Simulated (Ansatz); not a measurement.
## SnTe: computed properties

All numbers below come from DFT PBE, scalar-relativistic, plane waves, PAW (Ansatz).

Plane waves to 420 eV, a k mesh through Γ of 10×10×10 on the computed 2-atom cell and Gaussian smearing (0.01 eV); no spin polarisation.

The structure is relaxed at this level of theory with its symmetry kept.

Symmetry: Fm-3m, No. 225, cubic system. The conventional cell has a = 6.413 Å, b = 6.413 Å, c = 6.413 Å, α = 90.00°, β = 90.00°, γ = 90.00°. Around Sn (site symmetry m-3m) lie 6 Te at 3.21 Å. Te (site symmetry m-3m) has 6 Sn at 3.21 Å as nearest neighbours.

| Property | Result |
| --- | --- |
| Volume per atom | 32.97 Å³ |
| Formation energy from the elements' standard states (uncorrected) | -0.288 eV/atom |
| Kohn–Sham band gap | 0.06 eV |
| Löwdin character of the top 1 eV of the valence band | Te 5p 62 %, Sn 5s 20 %, Sn 5p 15 % |
| Löwdin character of the lowest 1 eV of the conduction band | Sn 5p 79 %, Te 5p 9 %, Te 5s 8 % |
| Bader charges (e) | Sn (1 in the cell) 0.66, Te (1 in the cell) -0.66 |

Spin-orbit coupling is left out, which matters for the bands of heavy elements.